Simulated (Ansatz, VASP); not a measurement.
Two plane-wave programs on GaAs

```xyz
8
Lattice="5.6537 0.0000 0.0000 0.0000 -5.6537 0.0000 0.0000 0.0000 -5.6537" Properties=species:S:1:pos:R:3 pbc="T T T"
Ga    0.0000   -2.8268   -2.8268
Ga    2.8268    0.0000   -2.8268
Ga    2.8268   -2.8268    0.0000
Ga    0.0000    0.0000    0.0000
As    4.2403   -4.2403   -4.2403
As    1.4134   -1.4134   -4.2403
As    1.4134   -4.2403   -1.4134
As    4.2403   -1.4134   -1.4134
```

Alike in both runs: task single point; functional PBE; k mesh 4 × 4 × 4; occupations gaussian, width 0.05 eV; no spin polarisation.

|  | VASP | Ansatz |
| --- | --- | --- |
| version | VASP 6.6.1 | Ansatz 0.2.0 |
| potentials or method | VASP PAW PBE potentials, release 64 (Ga_d, As) | scalar-relativistic, plane waves, PAW |
| plane-wave cutoff (eV) | 520 | 420 |
| valence electrons in the cell | 72 | 112 |

|  | VASP | Ansatz | Ansatz less VASP |
| --- | --- | --- | --- |
| gap on the k mesh at the Fermi level (eV) | 0.52 | 0.52 | -0.005 |
| least direct gap on the mesh (eV) | 0.52 | 0.52 | -0.005 |
| pressure (GPa) | 3.4 | 3.3 | -0.19 |

The two sets of potentials don't hold the same shells in valence.

A k mesh can miss the band edges.
